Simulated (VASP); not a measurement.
Runs of VASP 6.6.1 on In. The structure is tetragonal, space group I4/mmm (No. 139). The conventional cell has a = 3.251 Å, b = 3.251 Å, c = 4.947 Å, α = 90.00°, β = 90.00°, γ = 90.00°. Around In (site symmetry 4/mmm) lie 12 In at 3.25 to 3.38 Å. 

```csv
level,potentials or basis,k mesh,cutoff (eV),further INCAR settings,gap on the mesh (eV),pressure (GPa)
PBEsol,"VASP PAW PBE potentials, release 64 (In_d)",14 × 14 × 14,700,ALGO = Fast; EDIFF = 1e-07,none,-1.0
r2SCAN,"VASP PAW PBE potentials, release 64 (In_d)",14 × 14 × 14,520,ALGO = Normal; EDIFF = 1e-07,none,0.2
PBEsol,"VASP PAW PBE potentials, release 64 (In_d)",20 × 20 × 20,520,ALGO = Fast; EDIFF = 1e-07,none,-1.0
PBEsol,"VASP PAW PBE potentials, release 64 (In_d)",14 × 14 × 14,600,ALGO = Fast; EDIFF = 1e-07,none,-1.1
PBEsol,"VASP PAW PBE potentials, release 64 (In)",14 × 14 × 14,500,ALGO = Fast; EDIFF = 1e-07,none,(a)
PBE,"VASP PAW PBE potentials, release 64 (In_d)",14 × 14 × 14,520,ALGO = Fast; EDIFF = 1e-07,none,1.9
```

Alike in all rows: task electric field gradients; no spin polarisation; cell as given; smearing fermi-dirac 0.05 eV.

Fill in the values left out.

(a) -0.7.

Caveats: the PAW data sets were made with another functional, which shifts forces and pressure a little (some runs).

A k mesh can miss the band edges, and the runs leave out spin-orbit coupling on In.

A gap of «none» marks a metal or a gap under the smearing width.

Not every run made on this cell is shown here.
